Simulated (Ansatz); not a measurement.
# MoS2 (R-3m) in Ansatz: further runs, part 3 of 3

Ansatz 0.2.0. Earlier steps stand in the parts before.

### Step 5. Relaxation of cell and atoms, PBEsol+U

File input.yaml:

```yaml
crystal:
  lattice:
    - [1.5855, 0.9153888518, 6.1149966667]
    - [-1.5855, 0.9153888518, 6.1149966667]
    - [0.0, -1.8307777036, 6.1149966667]
  atoms:
    - { symbol: Mo, position: [0.0, 0.0, 0.0] }
    - { symbol: S, position: [0.25, 0.25, 0.25] }
    - { symbol: S, position: [0.75, 0.75, 0.75] }
hamiltonian:
  xc: pbesol
  pseudopotentials: { kind: paw }
  hubbard: { sites: [{ species: Mo, l: d, u_eff: 2.0 }] }
kpoints:
  mp_grid: { grid: [10, 10, 10] }
scf:
  occupations: { method: fermi_dirac, width: 0.05 }
output:
  forces: true
  stress: true
  eigenvalues: true
relax:
  f_tol: 0.01
  max_steps: 40
  cell: { stress_tol: 0.05 }
```

Potentials or basis: Ansatz PAW.

Run with:

```bash
$ ansatz run input.yaml --threads 2 --pin off --max-ram 5632MiB --backend cpu --events-out ev --progress --plain --runs-dir out
```

The log of the run:

```text
Warning: RAYON_NUM_THREADS=2 ignored (pool sized by the plan → 2); use --threads N
basis.fft_grid_basis auto: the FFT boxes are laid along the combinations [[1, 0, -1], [0, 1, -1], [0, 0, 1]] of the cell's own vectors, 3.171, 3.171 and 6.383 Å long. The dense box has 24×24×45 points. Along the cell's own vectors, as sized, it would have 45×45×45, 3.52 times as many. Of the 12 symmetry operations that the crystal satisfies within crystal.symmetry.tolerance (time reversal apart; of a slab, those that keep its plane) the dense box along the cell's own vectors carries 12, and the one as laid loses 8 of those. basis.fft_grid_basis: typed keeps the cell's own vectors: state it where this run's energies or levels are differenced outside the engine with another run's, or held beside a run that keeps those vectors.
Mo: projections on atomic orbitals take those of the free atom [Ar 3d10] 4s2 4p6 4d5 5s1, of charge +0.00 (hamiltonian.pseudopotentials.projection_atoms); the dataset's partial waves leave at most 6.0e-6 of an orbital's norm unspanned inside its sphere
S: projections on atomic orbitals take those of the free atom [Ne] 3s2 3p4, of charge +0.00 (hamiltonian.pseudopotentials.projection_atoms); the dataset's partial waves leave at most 1.6e-7 of an orbital's norm unspanned inside its sphere
Engine: ansatz 0.2.0, x86_64-unknown-linux-gnu
[... 123 lines left out ...]
  k-point 2: bands = ["-49.9173", "-24.0547", "-24.0367", "-23.9320", "-2.9496", "-1.7876", "5.1953", "6.8452", "8.1237", "8.2214", "9.7990", "9.8278", "10.1539", "11.8975", "12.5561", "14.4184", "14.7294"]
  k-point 115: bands = ["-49.9342", "-24.0690", "-23.8959", "-23.8959", "-3.2185", "-2.5343", "5.6190", "7.3969", "7.9502", "7.9502", "10.7205", "10.7205", "11.3757", "11.5609", "11.5609", "15.0809", "15.0809"]
Occupation matrices written to <dir>
--- Relaxed structure (4 steps of the walk, 4 accepted, 1 SCFs on fresh bases) ---
  F+E_penalty+E_count = -6666.89318346 eV   max|allowed force component| = 2.139e-3 eV/Å   (the final SCF, on the basis selected at the relaxed cell)
  cell:  # Å, volume = 51.4729 Å³
    - [1.5620295852985806, 0.9018382015542947, 6.089888880774702]
    - [-1.5620295852985806, 0.9018382015542947, 6.089888880774702]
    - [-1.8299869919359216e-32, -1.8036764031085895, 6.089888880774702]
  atoms:
    - { symbol: Mo, position: [2.5019306071195835e-19, 2.501930607119589e-19, 2.5019306071196e-19] }
    - { symbol: S, position: [0.24591636611629425, 0.24591636611629425, 0.24591636611629425] }
    - { symbol: S, position: [0.7540836338837057, 0.7540836338837057, 0.7540836338837057] }
```

Run time: 43 s. Hardware: 2 threads of Intel Xeon at 2.50GHz (Skylake/Cascade Lake), shared host; peak memory 0.5 GiB.

Results:

* Free energy: -6666.8932 eV
* Relaxed volume: 17.16 Å³/atom
* Relaxed cell: a = 6.351 Å, b = 6.351 Å, c = 6.351 Å, α = 28.47°, β = 28.47°, γ = 28.47°
* Space group after relaxing (to 0.05 Å): R-3m (No. 166)
* Energy gained by relaxing: 15.1 meV/atom
* Ionic steps: 5
* Pressure after relaxing: 0.0 GPa
* Band gap on the k mesh: none (metal or under the smearing width)

Forces in eV/Å, atoms in the order of the input:
```
Mo   0.000  0.000  0.000
S    0.000  0.000 -0.002
S    0.000  0.000  0.002
```

Step by step:
| step | energy change (eV) | largest force (eV/Å) | volume (Å³) |
| --- | --- | --- | --- |
| 1 | 0.0000 | 0.7417 | 53.25 |
| 2 | -0.0369 | 0.2194 | 50.08 |
| 3 | -0.0454 | 0.0062 | 51.54 |
| 4 | -0.0455 | 0.0021 | 51.47 |
| 5 | -0.0453 | 0.0021 | 51.47 |

Final structure:
```
CELL_PARAMETERS angstrom
1.56203 0.90184 6.08989
-1.56203 0.90184 6.08989
0.00000 -1.80368 6.08989
ATOMIC_POSITIONS crystal
Mo 0.00000 0.00000 0.00000
S 0.24592 0.24592 0.24592
S 0.75408 0.75408 0.75408
```

Eigenvalues of the final occupation matrices:
```csv
site,spin,trace,eigenvalues
site 1,1,2.60,0.47 0.47 0.55 0.56 0.56
```

Caveat: the plane-wave basis is chosen anew once the cell has moved, so the energies of steps on either side of that aren't comparable; U without spin polarisation on a metal has little footing; the PAW data sets come from PBE, with cores solved anew for the run's functional, which leaves a small shift of forces and pressure.

### Step 6. Relaxation of cell and atoms, PBEsol+U

Changes to input.yaml since step 5:

```diff
@@ -12,3 +12,3 @@
   pseudopotentials: { kind: paw }
-  hubbard: { sites: [{ species: Mo, l: d, u_eff: 2.0 }] }
+  hubbard: { sites: [{ species: Mo, l: d, u_eff: 3.0 }] }
 kpoints:
@@ -21,2 +21,6 @@
   eigenvalues: true
+  write_density: true
+  write_potential: true
+  elf: true
+  volumetric_format: npy
 relax:
```

Potentials or basis: Ansatz PAW.

Run with:

```bash
$ ansatz run input.yaml --threads 2 --pin off --max-ram 5632MiB --backend cpu --events-out ev --progress --plain --runs-dir out
```

Wall time 49 s (2 threads of Intel Xeon at 2.50GHz (Skylake/Cascade Lake), shared host); peak memory 0.51 GiB.

Results (log left out):

| Quantity | Value |
| --- | --- |
| Free energy | -6665.6562 eV |
| Relaxed volume | 17.14 Å³/atom |
| Relaxed cell | a = 6.348 Å, b = 6.348 Å, c = 6.348 Å, α = 28.48°, β = 28.48°, γ = 28.48° |
| Space group after relaxing (to 0.05 Å) | R-3m (No. 166) |
| Energy gained by relaxing | 15.1 meV/atom |
| Ionic steps | 5 |
| Pressure after relaxing | 0.0 GPa |
| Band gap on the k mesh | none (metal or under the smearing width) |

Forces on the atoms (eV/Å):
```
Mo   0.000  0.000  0.000
S    0.000  0.000 -0.003
S    0.000  0.000  0.003
```

The path:
| step | energy change (eV) | largest force (eV/Å) | volume (Å³) |
| --- | --- | --- | --- |
| 1 | 0.0000 | 0.7332 | 53.25 |
| 2 | -0.0376 | 0.2115 | 50.09 |
| 3 | -0.0452 | 0.0106 | 51.51 |
| 4 | -0.0454 | 0.0027 | 51.41 |
| 5 | -0.0452 | 0.0028 | 51.41 |

Final structure:
```xyz
3
Lattice="1.5615 0.9015 6.0863 -1.5615 0.9015 6.0863 0.0000 -1.8031 6.0863" Properties=species:S:1:pos:R:3 pbc="T T T"
Mo    0.0000    0.0000    0.0000
S     0.0000    0.0000    4.4889
S     0.0000    0.0000   13.7702
```

Levels at points of the mesh, in eV from the Fermi level:
```
              k point  band 10  band 11  band 12  band 13  band 14  band 15  band 16  band 17
   (0.00, 0.00, 0.00)    -1.66    -1.63    -0.95    -0.95     0.11     0.11     3.35     3.35
  (0.00, 0.00, -0.50)    -4.00    -2.71    -2.15    -1.28     1.38     2.10     3.26     4.08
 (0.00, -0.50, -0.50)    -3.90    -2.83    -2.53    -1.59     1.38     1.79     3.84     4.61
(-0.50, -0.50, -0.50)    -3.61    -0.93    -0.93    -0.24    -0.04    -0.04     3.50     3.50
```

Eigenvalues of the final occupation matrices:
```tsv
site	spin	trace	eigenvalues
site 1	1	2.61	0.46 0.46 0.55 0.57 0.57
```

Caveat: the plane-wave basis is chosen anew once the cell has moved, so the energies of steps on either side of that aren't comparable; U without spin polarisation on a metal has little footing; the PAW data sets come from PBE, with cores solved anew for the run's functional, which leaves a small shift of forces and pressure.

### Step 7. Overview

```csv
level,U,cell,target pressure (GPa),hubbard projectors,double counting,gap on the mesh (eV),pressure (GPa),relaxed volume (Å³/atom)
PBEsol,-,relaxed to 30 GPa,30,-,-,none,30.0,-
PBEsol,-,relaxed,-,-,-,none,0.0,17.20
PBEsol+U,Mo d U = 1 eV,relaxed,-,ortho-atomic (the default),fll (the default),none,0.0,17.18
PBEsol+U,Mo d U = 2 eV,relaxed,-,ortho-atomic (the default),fll (the default),none,0.0,17.16
PBEsol+U,Mo d U = 3 eV,relaxed,-,ortho-atomic (the default),fll (the default),none,0.0,17.14
```

Alike in all rows: task relaxation of cell and atoms; potentials or basis Ansatz PAW; no spin polarisation; k mesh 10 × 10 × 10; cutoff (eV) 420; smearing fermi-dirac 0.05 eV.

Caveats: the plane-wave basis is chosen anew once the cell has moved, so the energies of steps on either side of that aren't comparable; the PAW data sets come from PBE, with cores solved anew for the run's functional, which leaves a small shift of forces and pressure; U without spin polarisation on a metal has little footing (some runs); the volume moved by over 15 % at a fixed basis, so the end points are rough (some runs).

Absolute energies hang on the potentials; compare differences alone.
